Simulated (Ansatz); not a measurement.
Strain response of Sr

The calculation used Ansatz 0.2.0, DFT PBEsol, scalar-relativistic, plane waves, PAW. Settings: 420 eV cutoff, 12×12×10 k-mesh, Gaussian smearing of 0.10 eV, no spin polarisation.

Reference structure (relaxed):

```
Sr
1.0
     2.95792    2.95792    0.00000
    -2.95792    2.95792    0.00000
     0.00000    0.00000    5.91584
Sr
2
Direct
  0.00000 0.00000 0.00000
  0.50000 0.50000 0.50000
```

Deformation: uniaxial strain along a, with the lengths of b and c and the atoms relaxed and the angles held, all within the symmetry that the strain leaves. Energies are extrapolated to zero smearing.

```tsv
strain (%)	ΔE (meV/atom)	a (Å)	b (Å)	c (Å)
-3.0	3.0	4.058	4.148	6.068
-2.0	1.4	4.099	4.161	6.018
-1.0	0.4	4.141	4.175	5.965
+0.0	0.0	4.183	4.183	5.916
+1.0	0.1	4.225	4.207	5.853
+2.0	0.7	4.267	4.223	5.793
+3.0	1.6	4.309	4.240	5.731
```

Question: What stiffness (1/V) d²E/dε² at zero strain does a cubic fit over all points give?

Answer: A cubic fit gives (1/V) d²E/dε² = 16 GPa at zero strain (Young's modulus along this axis, angles held).

Question: How does the free axis b answer a small strain?

Answer: Between the innermost points its strain is 0.38 times the applied one.